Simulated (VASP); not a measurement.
Input of a VASP 6.6.1 run:

INCAR

```
ALGO = Normal
EDIFF = 1E-6
EDIFFG = -0.01
ENCUT = 600
IBRION = 2
ISIF = 3
ISMEAR = 0
KPAR = 4
LASPH = True
LCHARG = False
LMIXTAU = True
LREAL = False
LWAVE = False
METAGGA = R2SCAN
NELM = 80
NSW = 90
PREC = Accurate
SIGMA = 0.03
```

The input KPOINTS:

```
k-points
0
Gamma
  12 12 2
```

The input POSCAR:

```
SiC
1.0
    3.0950000000      0.0000000000      0.0000000000
   -1.5475000000      2.6803486247      0.0000000000
    0.0000000000      0.0000000000     15.1700000000
Si C
6 6
Direct
    0.0000000000      0.0000000000      0.1250000000
    0.0000000000      0.0000000000      0.6250000000
    0.3333333333      0.6666666667      0.2917000000
    0.6666666667      0.3333333333      0.7917000000
    0.3333333333      0.6666666667      0.9583000000
    0.6666666667      0.3333333333      0.4583000000
    0.0000000000      0.0000000000      0.0000000000
    0.0000000000      0.0000000000      0.5000000000
    0.3333333333      0.6666666667      0.1667000000
    0.6666666667      0.3333333333      0.6667000000
    0.3333333333      0.6666666667      0.8333000000
    0.6666666667      0.3333333333      0.3333000000
```

Potentials or basis: VASP PAW PBE potentials, release 64 (Si, C).

Launch:

```sh
$ cat potpaw_PBE.64/Si/POTCAR potpaw_PBE.64/C/POTCAR > POTCAR
$ mpirun -np 4 vasp_std > vasp.out
```

Q: Predict the band gap on the k mesh.

A: 2.40 eV, indirect (least direct gap 3.56 eV).

Q: Predict the relaxed cell.

A: a = 3.077 Å, b = 3.077 Å, c = 15.101 Å, α = 90.00°, β = 90.00°, γ = 120.00°.

Q: Predict the relaxed volume.

A: 10.32 Å³/atom.

Forces in eV/Å, atoms in the order of the input:
```
Si   0.000  0.000 -0.005
Si   0.000  0.000 -0.005
Si   0.000  0.000 -0.002
Si   0.000  0.000 -0.002
Si   0.000  0.000 -0.004
Si   0.000  0.000 -0.004
C    0.000  0.000  0.009
C    0.000  0.000  0.009
C    0.000  0.000  0.000
C    0.000  0.000  0.000
C    0.000  0.000  0.001
C    0.000  0.000  0.001
```

Caveat: the PAW data sets were made with another functional, which shifts forces and pressure a little. r2SCAN opens gaps a little over a GGA but as a rule still falls short of measured ones.
